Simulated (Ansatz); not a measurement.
# In₂O₃: Quadrupolar parameters

The cell is an entry of the Crystallography Open Database (COD), its atoms then relaxed with PBE in this cell.

```cif
data_In2O3
_symmetry_space_group_name_H-M 'R-3c:H'
_symmetry_Int_Tables_number 167
_cell_length_a 5.4870
_cell_length_b 5.4870
_cell_length_c 14.5100
_cell_angle_alpha 90.000
_cell_angle_beta 90.000
_cell_angle_gamma 120.000
loop_
_atom_site_label
_atom_site_type_symbol
_atom_site_symmetry_multiplicity
_atom_site_Wyckoff_symbol
_atom_site_fract_x
_atom_site_fract_y
_atom_site_fract_z
In In 12 c 0.0000 0.0000 0.8579
O O 18 e 0.9626 0.3333 0.0833
```

One atom of each set is listed; the run and its k-mesh use a cell of 10 atoms with edges of 5.78, 5.78, 5.78 Å.

Method: Kohn–Sham DFT in Ansatz, r2SCAN, plane waves and PAW, scalar-relativistic, 500 eV cutoff, Γ-centred 7×7×7 k-points, Fermi–Dirac smearing 0.02 eV.

V_zz is the principal component of the electric field gradient with the largest magnitude, η = (V_xx − V_yy)/V_zz and C_Q = eQV_zz/h.

¹¹⁵In: I = 9/2, Q = 772.0 mb; ¹⁷O: I = 5/2, Q = -25.58 mb. Quadrupole moments are those of Pyykkö's year-2017 table.

```csv
site,atoms,first shell,V_zz (10²¹ V/m²),η,C_Q (MHz)
In,4,6 O at 2.12–2.26 Å,4.91,0.00,91.7
O,6,4 In at 2.12–2.26 Å,-4.17,0.57,2.58
```

An axis of threefold or higher order runs through In, so V_zz lies along it and η is zero.

Without spin–orbit coupling (the program notes it for In) the gradients are little affected as a rule: paired runs on crystals with a gap mostly move them by under 2 % at such atoms.

Hardware: 4 threads of Arm Neoverse V2 (aarch64; 8 cores open to the job, memory cap 8.0 GiB, no GPU), a shared host with a load of 0.5 a core. Wall time 11 s, CPU time 41 s, peak memory 1 GiB.
